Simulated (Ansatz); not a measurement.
ZrO₂ (fluorite)

```yaml
crystal:
  lattice:
    - [0.00000, 2.54467, 2.54467]
    - [2.54467, 0.00000, 2.54467]
    - [2.54467, 2.54467, 0.00000]
  atoms:
    - { symbol: Zr, position: [0.00000, 0.00000, 0.00000] }
    - { symbol: O, position: [0.25000, 0.25000, 0.25000] }
    - { symbol: O, position: [0.75000, 0.75000, 0.75000] }
```

The atoms are displaced by Q × the pattern below (from a DFPT mode at Γ, largest move 1; Q in Å), at fixed cell. It is one choice among 3 degenerate patterns.

```csv
atom,x,y,z
Zr1,0.000,0.000,-0.351
O2,0.000,0.000,1.000
O3,0.000,0.000,1.000
```

Calculation: r2SCAN (plane waves to 500 eV, PAW, scalar-relativistic; Ansatz, an electronic-structure program). k mesh 11×11×11 (Γ-centred), Fermi-Dirac smearing 0.05 eV. The energy includes the smearing's −TS. This is a high-temperature form of ZrO2. ZrO2 is run without spin polarisation. ZrO2 was relaxed with its symmetry unable to fall. The zero of ΔE is the undisplaced structure.

| Q (Å) | ΔE (meV/cell) |
|---|---|
| -0.180 | withheld |
| -0.150 | 122.2 |
| -0.120 | 74.6 |
| -0.090 | 40.3 |
| -0.060 | 17.3 |
| -0.030 | 4.2 |
| 0.000 | 0.0 |
| 0.030 | 4.2 |
| 0.060 | 17.3 |
| 0.090 | 40.3 |
| 0.120 | 74.6 |
| 0.150 | 122.2 |
| 0.180 | withheld |

### Question
Fit an even polynomial form (powers 2, 4) to the given rows and predict ΔE at Q = 0.180.

### Answer
Least squares on the 11 given rows: ΔE = (4719)·Q² + (31710)·Q⁴, in meV/cell with Q in Å; root-mean-square residual 0.06 meV/cell. At 0.180 the fit gives 186.2 meV/cell; the calculation gives 184.9 meV/cell, so the extrapolation is off by 1.3 (+0.7 %). The quadratic term alone would give 152.9 meV/cell.

(A displaced cell: forces are minus the slopes of the energy, force constants its curvatures, and phonons follow from these.)
